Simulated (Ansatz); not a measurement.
# BN: the cost of one run

Program: Ansatz 0.2.0. Level of theory: DFT PBE, scalar-relativistic, plane waves, PAW. These are calculated values, not measurements.

## 1. The starting structure

Symmetry: P1, No. 1, triclinic system. Conventional cell: a = 2.508 Å, b = 2.508 Å, c = 15.000 Å, α = 90.00°, β = 90.00°, γ = 119.81°. B (site symmetry 1) is surrounded by 3 N at 1.40 to 1.52 Å. N (site symmetry 1) has 3 B at 1.40 to 1.52 Å as nearest neighbours.

Structure file:

```cif
data_structure
_symmetry_space_group_name_H-M 'P 1'
_symmetry_Int_Tables_number 1
_cell_length_a 2.5080
_cell_length_b 2.5080
_cell_length_c 15.0000
_cell_angle_alpha 90.000
_cell_angle_beta 90.000
_cell_angle_gamma 119.807
_cell_volume 81.87
loop_
_atom_site_label
_atom_site_type_symbol
_atom_site_fract_x
_atom_site_fract_y
_atom_site_fract_z
_atom_site_occupancy
B1 B 0.97874 0.98260 0.50169 1
N1 N 0.67601 0.33989 0.49831 1
```

Recipe of the guess: species swapped into a sheet modelled on a layer of BN. Lengths come from tabulated atomic sizes and are only a guess.

It is a sheet, periodic along a and b, with vacuum along c; volumes and pressures of the box carry no meaning, and space groups named for it are those of the box.

## 2. A first look at the guess

The input, input.yaml:

```yaml
crystal:
  lattice:
    - [2.508041, 0.0, 0.0]
    - [-1.246711, 2.176231, 0.0]
    - [0.0, 0.0, 15.0]
  atoms:
    - { symbol: B, position: [0.97873999, 0.98259599, 0.50169333] }
    - { symbol: "N", position: [0.67600653, 0.3398855, 0.49830667] }
  periodic: [true, true, false]
basis:
  ecutwfc: 420
kpoints:
  mp_grid: { grid: [8, 8, 1] }
hamiltonian:
  xc: pbe
scf:
  occupations: { method: gaussian, width: 0.1 }
  lower_state_search: "off"
output:
  forces: true
  stress: true
  eigenvalues: true
```

On the command line:

```
$ ansatz run input.yaml --threads 1 --pin off --max-ram 2048MiB --backend cpu --events-out ev --progress --plain --runs-dir out
```

Q: Estimate wall time and peak memory on 1 thread of Intel Xeon 6975P-C (Granite Rapids), shared host.

About 2.9 s, with a peak of 0.43 GiB.
